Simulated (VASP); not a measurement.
A run of VASP 6.6.1 is set up as follows.

File POSCAR:

```
Pd
2.7528
    0.000000000000      0.707098227260      0.707098227260
    0.707098227260      0.000000000000      0.707098227260
    0.707098227260      0.707098227260      0.000000000000
Pd
1
Direct
    0.0000000000      0.0000000000      0.0000000000
```

The input INCAR.step1:

```
SYSTEM = Pd
  AGGAC = 0.0
  ALGO = Normal
  EDIFF = 1E-7
  ENCUT = 520
  GGA = OR
  ISIF = 2
  ISMEAR = 1
  LASPH = .True.
  LCHARG = .True.
  LMAXMIX = 4
  LREAL = .False.
  LUSE_VDW = .True.
  LWAVE = .False.
  NELM = 80
  PREC = Accurate
  SIGMA = 0.1
```

KPOINTS.step1

```
k-points
0
Gamma
  12 12 12
  0 0 0
```

Contents of INCAR.step2:

```
SYSTEM = Pd
  AGGAC = 0.0
  ALGO = Normal
  EDIFF = 1E-7
  ENCUT = 520
  GGA = OR
  ICHARG = 11
  ISIF = 2
  ISMEAR = 0
  LASPH = .True.
  LCHARG = .False.
  LMAXMIX = 4
  LREAL = .False.
  LUSE_VDW = .True.
  LWAVE = .False.
  NELM = 80
  PREC = Accurate
  SIGMA = 0.05
```

KPOINTS.step2

```
path GXWKGLUWLK,UX
15
line-mode
reciprocal
 0.0000000000  0.0000000000  0.0000000000  G
 0.5000000000  0.0000000000  0.5000000000  X

 0.5000000000  0.0000000000  0.5000000000  X
 0.5000000000  0.2500000000  0.7500000000  W

 0.5000000000  0.2500000000  0.7500000000  W
 0.3750000000  0.3750000000  0.7500000000  K

 0.3750000000  0.3750000000  0.7500000000  K
 0.0000000000  0.0000000000  0.0000000000  G

 0.0000000000  0.0000000000  0.0000000000  G
 0.5000000000  0.5000000000  0.5000000000  L

 0.5000000000  0.5000000000  0.5000000000  L
 0.6250000000  0.2500000000  0.6250000000  U

 0.6250000000  0.2500000000  0.6250000000  U
 0.5000000000  0.2500000000  0.7500000000  W

 0.5000000000  0.2500000000  0.7500000000  W
 0.5000000000  0.5000000000  0.5000000000  L

 0.5000000000  0.5000000000  0.5000000000  L
 0.3750000000  0.3750000000  0.7500000000  K

 0.6250000000  0.2500000000  0.6250000000  U
 0.5000000000  0.0000000000  0.5000000000  X
```

Potentials or basis: VASP PAW PBE potentials, release 64 (Pd).

Launch:

```sh
$ cat potpaw_PBE.64/Pd/POTCAR > POTCAR
$ cp INCAR.step1 INCAR
$ cp KPOINTS.step1 KPOINTS
$ mpirun -np 1 vasp_std > vasp.out
$ cp INCAR.step2 INCAR
$ cp KPOINTS.step2 KPOINTS
$ mpirun -np 1 vasp_std > vasp.out
```

(1) What does it give for the band gap along the path?

Results:

(1) none (metal or under the smearing width).
